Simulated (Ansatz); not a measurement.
Defect calculation, host LiBr

All numbers below come from Ansatz, DFT PBE, scalar-relativistic, plane waves, PAW. Run with 420 eV cutoff, 2×2×2 k-mesh, shifted by half a step, Gaussian smearing of 0.01 eV, collinear spin in charge -1 alone.

Host crystal, relaxed:

```yaml
crystal:
  lattice:
    - [0.00000, 2.75445, 2.75445]
    - [2.75445, 0.00000, 2.75445]
    - [2.75445, 2.75445, 0.00000]
  atoms:
    - { symbol: Li, position: [0.00000, 0.00000, 0.00000] }
    - { symbol: Br, position: [0.50000, 0.50000, 0.50000] }
```

Supercell of 32 atoms, rows in host cell vectors: -3 1 1; 1 1 -3; 1 -3 1. Atoms relax at the host's cell, keeping the symmetry that the supercell leaves at the site. The cell is small, so energies carry finite-size errors of tenths of an eV. The host's Kohn–Sham gap is 4.91 eV. Atoms are taken from and returned to the elements' standard states. Charged cells are corrected for image charges with the computed static dielectric tensor (mean 17.6) and aligned with the host's potential at far atoms (alignment terms reach 0.53 eV; the program doubts the alignment in some charges, where it is up to 0.53 eV). No band-filling term is added, and the Fermi level counts from the host's valence band top.

The defect is a foreign atom on a Br site at (0.500, 0.500, 0.500) of the host cell.

```json
{"charge": "0", "E_f at the valence band top (eV)": "5.07", "over the neutral state (eV)": "0.00", "moment (μB)": "0.00", "largest move (Å)": "0.14", "atoms near the site": "6 Li at 2.90 Å"}
{"charge": "-1", "E_f at the valence band top (eV)": "10.13", "over the neutral state (eV)": "5.06", "moment (μB)": "1.00", "largest move (Å)": "0.06", "atoms near the site": "6 Li at 2.79 Å"}
{"charge": "-2", "E_f at the valence band top (eV)": "15.59", "over the neutral state (eV)": "10.52", "moment (μB)": "0.00", "largest move (Å)": "0.09", "atoms near the site": "6 Li at 2.68 Å"}
```

Among the charges computed the stable one is 0 at the valence band top and stays so across the gap. In charge -1, -2 the extra carrier would gain by moving to a band edge of the host, so it isn't bound in the gap, though by less than the errors named above. In charge -1, -2 the cell has partly filled bands: a level of the defect may be part filled, the carrier may sit in the host's bands, or levels may cross between the k points, so transitions that involve it are doubtful. Without the alignment that the program doubts, the level (0/-1) would lie at 4.78 eV, inside the gap, so these runs don't decide whether the defect changes charge there.

(1) Which element is it? Judge by the nearest distance in charge 0 and covalent radii.
A. N
B. P
C. Li
D. F
E. Be

Answers

(1) C. The nearest neighbour is Li at 2.90 Å, and the summed covalent radii with Li are 2.24 Å for Be, 1.85 Å for F, 2.56 Å for Li, 1.99 Å for N, 2.35 Å for P, so Li fits best. Bonds can miss such sums by a tenth of an ångström or more.